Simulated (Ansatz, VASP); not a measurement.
# SnO2: VASP beside Ansatz

Aim: how closely do two programs agree when they are given the same cell, functional and k mesh? The cell is taken from a series of VASP runs on this material, whose earlier steps may have relaxed, scaled or displaced it; both programs get it as it stands.

Program: Ansatz 0.2.0. Level of theory: plane waves, with VASP 6.6.1 beside it; relaxation of cell and atoms at PBEsol. Results are calculated unless marked as measured.

### Step 1. Starting point

The structure is tetragonal, space group P4_2/mnm (No. 136). The conventional cell has a = 4.793 Å, b = 4.793 Å, c = 3.225 Å, α = 90.00°, β = 90.00°, γ = 90.00°. Nearest to Sn lie 6 O at 2.07 to 2.08 Å. Nearest to O lie 3 Sn at 2.07 to 2.08 Å. Farther neighbours and most contacts between anions are not listed.

As a file:

```cif
data_structure
_symmetry_space_group_name_H-M 'P 1'
_symmetry_Int_Tables_number 1
_cell_length_a 4.7926
_cell_length_b 4.7926
_cell_length_c 3.2246
_cell_angle_alpha 90.000
_cell_angle_beta 90.000
_cell_angle_gamma 90.000
_cell_volume 74.07
loop_
_atom_site_label
_atom_site_type_symbol
_atom_site_fract_x
_atom_site_fract_y
_atom_site_fract_z
_atom_site_occupancy
Sn1 Sn 0.50000 0.50000 0.50000 1
Sn2 Sn 0.00000 0.00000 0.00000 1
O3 O 0.80570 0.19430 0.50000 1
O4 O 0.69430 0.69430 0.00000 1
O5 O 0.19430 0.80570 0.50000 1
O6 O 0.30570 0.30570 0.00000 1
```

### Step 2. Ansatz: relaxation of cell and atoms, PBEsol

Ansatz runs on its default PAW (the set named soft_2) files.

The relaxed volume is the usual yardstick between codes: its relative difference is about their pressure difference at one cell divided by the bulk modulus.

Contents of input.yaml:

```yaml
crystal:
  lattice:
    - [4.7925891945, 0.0, 0.0]
    - [0.0, 4.7925891945, 0.0]
    - [0.0, 0.0, 3.2246159175]
  atoms:
    - { symbol: Sn, position: [0.5, 0.5, 0.5] }
    - { symbol: Sn, position: [0.0, 0.0, 0.0] }
    - { symbol: O, position: [0.8057, 0.1943, 0.5] }
    - { symbol: O, position: [0.6943, 0.6943, 0.0] }
    - { symbol: O, position: [0.1943, 0.8057, 0.5] }
    - { symbol: O, position: [0.3057, 0.3057, 0.0] }
hamiltonian:
  xc: pbesol
  pseudopotentials: { kind: paw }
kpoints:
  mp_grid: { grid: [6, 6, 6] }
scf:
  occupations: { method: gaussian, width: 0.03 }
relax:
  f_tol: 0.01
  max_steps: 60
  cell: { stress_tol: 0.05 }
output:
  forces: true
  stress: true
```

Started as:

```console
$ ansatz run input.yaml --threads 4 --pin off --max-ram 9216MiB --backend cpu --events-out ev --progress --plain --runs-dir out
```

Numbers of over 12 decimals in the logs are rounded to 6 here.

The log of the run:

```text
Engine: ansatz 0.2.0, aarch64-unknown-linux-gnu
Pseudopotentials: kind: paw
Pseudopotential: Sn, paw, valence charge 14, recommended cutoff 420 eV (normal), Sn.paw.azcp
Pseudopotential: O, paw, valence charge 6, recommended cutoff 420 eV (normal), O.paw.azcp
Functional definition: PBEsol
  exchange = pbesol_x
  correlation = pbesol_c
Crystal: 6 atoms, lattice volume = 74.066 Å³
Basis set: ecut = 420 eV, 1439 PW (Γ), exchange–correlation on 72×72×48 points (8 copies of the dense FFT grid, shifted against one another)
Bands: 32, of which v1, the nominal top of the filled ones, is band 26 counted from 1 (25 counted from 0)
Symmetry: 16 space group operations
Space group: P42/mnm (ITA 136), of the structure as read, at distance tolerance 4.2e-5 Å
k-points: 40 of 216
Non-local potential: Sn, projectors of the file, l = 0: 2, l = 1: 2, l = 2: 2, l = 3: 2
Non-local potential: O, projectors of the file, l = 0: 2, l = 1: 2, l = 2: 1
PAW form: soft (Blöchl's): semilocal exchange-correlation on the pseudo side does not see the compensation charge
PAW frozen core: Sn, regenerated for the run's functional, and the local potential with it (the file was generated under x = pbe(κ = 0.804, μ = 0.219515), c = pbe(β = 0.066725))
PAW frozen core: O, regenerated for the run's functional, and the local potential with it (the file was generated under x = pbe(κ = 0.804, μ = 0.219515), c = pbe(β = 0.066725))
PAW one-centre angular grid: Sn, 590 points (default); XC on 64 Gauss nodes
PAW one-centre angular grid: O, 110 points (default); XC on 64 Gauss nodes
Initial density: superposition of atomic densities (neutral atoms: chi_scale 0, normalization atom), corrected by the library's trained network
Initial wavefunctions: pseudopotential atomic-orbital guess
Functional: x = pbesol(κ = 0.804, μ = 0.123457), c = pbesol(β = 0.046)
SCF iter   1: F=—  HF=-14143.101147 eV  |F-HF|=—  |Δ(HF+E_count)|=         —  Δρ=1.62e-2  dr2=1.55e-1  ethr=1.77e-3  ⟨swp⟩=6.2  Hψ=5694  notcnv=0  defer=1
preconditioner: auto → Resta (q_TF=auto, 2.572 Å⁻¹)  ε∞=3.6  [insulator: Δε(μ)=0.617 eV  Ē_g=19.243 eV  σ=0.030 eV  W_gap=1.00  n_scr=18 (ndim 8)  ℏωp=31.1 eV  f_vac=0.033  D(μ)=0.00/eV (n_scr^D=0)  ε∞_Penn≈3.6]
SCF iter   2: F=—  HF=-14143.057742 eV  |F-HF|=—  |Δ(HF+E_count)|=   4.34e-2  Δρ=2.56e-3  dr2=2.27e-3  ethr=2.98e-4  ⟨swp⟩=2.1  Hψ=2160  notcnv=0  defer=72
SCF iter   3: F=—  HF=-14143.057538 eV  |F-HF|=—  |Δ(HF+E_count)|=   2.04e-4  Δρ=1.20e-3  dr2=6.46e-4  ethr=4.36e-6  ⟨swp⟩=2.1  Hψ=1978  notcnv=0  defer=72
SCF iter   4: F=—  HF=-14143.057605 eV  |F-HF|=—  |Δ(HF+E_count)|=   6.66e-5  Δρ=3.88e-4  dr2=1.02e-4  ethr=1.24e-6  ⟨swp⟩=1.0  Hψ=1208  notcnv=0  defer=72
SCF iter   5: F=—  HF=-14143.057618 eV  |F-HF|=—  |Δ(HF+E_count)|=   1.38e-5  Δρ=6.13e-5  dr2=3.48e-6  ethr=1.96e-7  ⟨swp⟩=3.0  Hψ=2496  notcnv=0  defer=72
SCF iter   6: F=—  HF=-14143.057638 eV  |F-HF|=—  |Δ(HF+E_count)|=   1.98e-5  Δρ=1.22e-5  dr2=1.04e-7  ethr=6.68e-9  ⟨swp⟩=2.0  Hψ=1837  notcnv=0  defer=72
SCF iter   7: F=-14143.057638 eV  HF=-14143.057638 eV  |F-HF|=3.60e-10  |Δ(HF+E_count)|=   2.36e-8  Δρ=1.56e-6  dr2=1.91e-9  ethr=1.92e-10  ⟨swp⟩=4.9  Hψ=4371  notcnv=0
SCF 1 converged in 7 iterations: F = -14143.057638 eV  dr2 = 1.91e-9
  greatest PAW one-centre occupation: 0.996 electrons in one spin orbital (limit 2), on the Sn atom at site 1 (counted from 0), in its partial waves of l = 2
relax step   1: F+E_penalty+E_count = -14143.05763824 eV  Δ(F+E_penalty+E_count) = +0.000e0 eV  max|allowed force component| = 8.822e-2 eV/Å  Δτ_max = 0.0000 Å  P = -2.737 GPa  Ω = 74.066 Å³  (7 SCF iters, dr2 threshold 1.00e-7 eV, accepted)
[...]
relax step   2: F+E_penalty+E_count = -14143.07204102 eV  Δ(F+E_penalty+E_count) = -1.440e-2 eV  max|allowed force component| = 1.750e-2 eV/Å  Δτ_max = 0.0056 Å  P = +0.025 GPa  Ω = 73.055 Å³  energy of the carried Pulay correction = +5.513e-3 eV  (5 SCF iters, dr2 threshold 6.00e-7 eV, accepted)
[...]
relax step   3: F+E_penalty+E_count = -14143.07239347 eV  Δ(F+E_penalty+E_count) = -3.525e-4 eV  max|allowed force component| = 1.367e-2 eV/Å  Δτ_max = 0.0025 Å  P = +0.075 GPa  Ω = 73.059 Å³  energy of the carried Pulay correction = +5.487e-3 eV  (4 SCF iters, dr2 threshold 4.41e-7 eV, accepted)
[...]
relax step   4: F+E_penalty+E_count = -14143.07219862 eV  Δ(F+E_penalty+E_count) = +1.949e-4 eV  max|allowed force component| = 2.106e-3 eV/Å  Δτ_max = 0.0012 Å  P = -0.024 GPa  Ω = 73.103 Å³  energy of the carried Pulay correction = +5.247e-3 eV  (4 SCF iters, dr2 threshold 2.22e-8 eV, accepted)
[...]
relax step   5: F+E_penalty+E_count = -14143.06737576 eV  Δ(F+E_penalty+E_count) = +4.823e-3 eV  max|allowed force component| = 2.379e-3 eV/Å  Δτ_max = 0.0000 Å  P = -0.128 GPa  Ω = 73.103 Å³  stress off target by 1.55e-1 GPa  SCF on the basis re-selected at this cell (its energy is not comparable with the rows above)  (5 SCF iters)
[...]
relax step   6: F+E_penalty+E_count = -14143.06766098 eV  Δ(F+E_penalty+E_count) = -2.852e-4 eV  max|allowed force component| = 2.898e-4 eV/Å  Δτ_max = 0.0003 Å  P = +0.002 GPa  Ω = 73.055 Å³  energy of the carried Pulay correction = +2.640e-4 eV  (4 SCF iters, dr2 threshold 5.97e-8 eV, accepted)
[...]
relax step   7: F+E_penalty+E_count = -14143.06727187 eV  Δ(F+E_penalty+E_count) = +3.891e-4 eV  max|allowed force component| = 2.921e-4 eV/Å  Δτ_max = 0.0000 Å  P = -0.001 GPa  Ω = 73.055 Å³  stress off target by 1.48e-3 GPa  SCF on the basis re-selected at this cell (its energy is not comparable with the rows above)  (5 SCF iters)
basis re-selected at this cell: Δ(F+E_penalty+E_count) = +3.891e-4 eV, ΔP = -0.003 GPa vs the last step (what re-selecting the basis moved, of the pressure what is left beyond the Pulay correction that the steps carried, after the strain that the cell walked since its last selection, with what the two solves' SCF thresholds leave and, on support functions, any second-order correction that the steps lacked; it is no m [...]
SCF converged after 5 iterations
Free energy (F): -14143.067272 eV
Harris-Foulkes:  -14143.067272 eV  (|F-HF|=1.82e-12)
Internal energy: -14143.067272 eV  (E = F + TS)
E sigma→0 (E₀):  -14143.067272 eV
Fermi energy:    9.547097 eV
--- Per-component energies (eV) ---
  E_band       = -136.399622
  E_kinetic    = 1079.350909
  E_local      = -2894.956677  (includes V_loc(G=0)·N_el)
  E_nonlocal   = 139.012587
  E_hartree    = 1495.013546
  E_xc         = -1043.553603
  E_vxc        = -561.539766  (∫ρ·V_xc dr)
  E_paw        = -8763.195616  (= ΣΔE_a)
  E_vpaw       = -888.303667  (= ΣTr[D̂ρ^β])
  E_aug_tail   = 0.009918  (compensation charges beyond the density's cutoff)
  E_ewald      = -4155.459167
  E_core_change = 0.710831  (= ΣΔE_core)
  E_smearing   = -0.000000  (= −TS)
  E_closure    = -0.000000  (closes the sum)
  Σ components = -14143.067272   (vs F -14143.067272, Δ=0.00e0)
--- Forces (eV/Å), atoms counted from 1 ---
  atom   1  Sn     0.00000000    -0.00000000     0.00000000
  atom   2  Sn    -0.00000000    -0.00000000     0.00000000
  atom   3  O      0.00029212    -0.00029212     0.00000000
  atom   4  O     -0.00029212    -0.00029212    -0.00000000
  atom   5  O     -0.00029212     0.00029212     0.00000000
  atom   6  O      0.00029212     0.00029212     0.00000000
  max |Σ_I F_I| component: 3.47e-18 eV/Å
--- Stress (GPa, compression-positive) ---
       -0.001482      -0.000000       0.000000
       -0.000000      -0.001482       0.000000
        0.000000       0.000000       0.000386
  P = ⅓ Tr σ = -0.0009 GPa (-0.009 kbar)
--- Relaxed structure (5 steps of the walk, 5 accepted, 2 SCFs on fresh bases) ---
  F+E_penalty+E_count = -14143.06727187 eV   max|allowed force component| = 2.921e-4 eV/Å   (the final SCF, on the basis selected at the relaxed cell)
  cell:  # Å, volume = 73.0546 Å³
    - [4.769124, 0, 0]
    - [0, 4.769124, 0]
    - [0, 0, 3.211961]
  atoms:
    - { symbol: Sn, position: [0.500000, 0.500000, 0.500000] }
    - { symbol: Sn, position: [0, 0, 0] }
    - { symbol: O, position: [0.806274, 0.193726, 0.500000] }
    - { symbol: O, position: [0.693726, 0.693726, 0] }
    - { symbol: O, position: [0.193726, 0.806274, 0.500000] }
    - { symbol: O, position: [0.306274, 0.306274, 0] }
```

It took 6.8 s on 4 threads of Arm Neoverse V2, shared host; peak memory 0.42 GiB.

(Continued in part 2 of 2.)

[Lines on the potential files, build, host, timing and source positions are cut from VASP's logs without a mark.]

[Logs are printed without paths, hosts, clocks, repeated set-up lines and the standing remarks that a program may print on its own settings, such as how far it seeks lower states.]

[Hosts, paths, dates, database ids (printed as entryN), source tags and the programs' standing remarks are cut or masked in the printed files.]
